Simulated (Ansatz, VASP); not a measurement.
## One calculation of ZrB2, two programs

File INCAR:

```
SYSTEM = ZrB2
PREC = Accurate
ENCUT = 600
EDIFF = 1E-6
ISMEAR = 0
SIGMA = 0.1
LREAL = .False.
LASPH = .True.
NELM = 80
ALGO = Normal
ISIF = 4
LWAVE = .False.
LCHARG = .False.
GGA = PS
IBRION = 2
NSW = 50
EDIFFG = -0.01
```

KPOINTS

```
regular mesh
0
Gamma
  18 18 12
  0 0 0
```

The input POSCAR:

```
ZrB2
1.0
    3.2148779207      0.0000000000      0.0000000000
   -1.6074389604      2.7841659494      0.0000000000
    0.0000000000      0.0000000000      3.5798556424
Zr B
1 2
Direct
    0.0000000000      0.0000000000      0.0000000000
    0.3333333333      0.6666666667      0.5000000000
    0.6666666667      0.3333333333      0.5000000000
```

Input for Ansatz:

```yaml
crystal:
  lattice:
    - [3.2148779205, 0.0, 0.0]
    - [-1.6074389602, 2.7841659492, 0.0]
    - [0.0, 0.0, 3.5798556427]
  atoms:
    - { symbol: Zr, position: [0.0, 0.0, 0.0] }
    - { symbol: B, position: [0.3333333333, 0.6666666667, 0.5] }
    - { symbol: B, position: [0.6666666667, 0.3333333333, 0.5] }
basis:
  ecutwfc: 420
kpoints:
  mp_grid: { grid: [18, 18, 12] }
hamiltonian:
  xc: pbesol
scf:
  occupations: { method: gaussian, width: 0.1 }
output:
  forces: true
  stress: true
  eigenvalues: true
relax:
  adjacent_minimum: "off"
  f_tol: 0.01
  max_steps: 30
  cell: { stress_tol: 0.1, fix: [volume] }
```

Alike in both runs: task relaxation of shape and atoms at fixed volume; functional PBEsol; k mesh 18 × 18 × 12; occupations gaussian, width 0.1 eV; no spin polarisation.

|  | VASP | Ansatz |
| --- | --- | --- |
| version | VASP 6.6.1 | Ansatz 0.2.0 |
| potentials or method | VASP PAW PBE potentials, release 64 (Zr_sv, B) | scalar-relativistic, plane waves, PAW |
| plane-wave cutoff (eV) | 600 | 420 |
| valence electrons in the cell | 18 | 18 |

|  | VASP | Ansatz | Ansatz less VASP |
| --- | --- | --- | --- |
| gap on the k mesh at the Fermi level, each at its own relaxed structure (eV) | none | none | - |
| relaxed volume (Å³/atom) | 10.68 | 10.68 | 0.000 |
| relaxed cell length with the largest relative difference (Å) | 3.585 | 3.585 | +0.0001 |

A gap of «none» marks a metal or a gap that the smearing closes.

Caveats: the PAW data sets were made with another functional, which shifts forces and pressure a little (VASP).
